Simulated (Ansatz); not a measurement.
# SnO2 at a changed volume — electric field gradients

The cell is a diffraction structure from the COD, relaxed with PBE at fixed cell and then changed (volume scaled by 1.06, ions relaxed).

Space group P4_2/mnm (No. 136); a = 4.8309, c = 3.2490 Å.

```
site  Wyckoff  site symmetry       x       y       z
  Sn       2a           m.mm  0.0000  0.0000  0.0000
   O       4f           m.2m  0.3067  0.3067  0.0000
```

One atom of each set is listed.

Computed with Ansatz: DFT, PBE, plane waves and PAW, scalar-relativistic, 420 eV cutoff, Γ-centred 7×7×9 k-points, Fermi–Dirac smearing 0.02 eV.

C_Q = eQV_zz/h, which is 24.18 MHz for Q = 1 b and V_zz = 10²¹ V/m²; η = (V_xx − V_yy)/V_zz. ν_Q = 3|C_Q|/[2I(2I − 1)].

¹⁷O: I = 5/2, Q = -25.58 mb. Quadrupole moments are those of Pyykkö's year-2017 table.

(1) What field gradients does the calculation give at each kind of site?

## Answers

(1) 

| site | atoms | first shell | C_Q (MHz) | η | ν_Q (MHz) |
| --- | --- | --- | --- | --- | --- |
| O | 4 | 3 Sn at 2.09–2.10 Å | 6.99 | 0.13 | 1.05 |

At O V_zz stands upright on the plane through its three neighbours (within 1°).

Sn has no stable isotope with a ground-state quadrupole moment in the table, so these sites are left out.

Without spin–orbit coupling (the program notes it for Sn) the gradients can shift somewhat, as the gap is small.
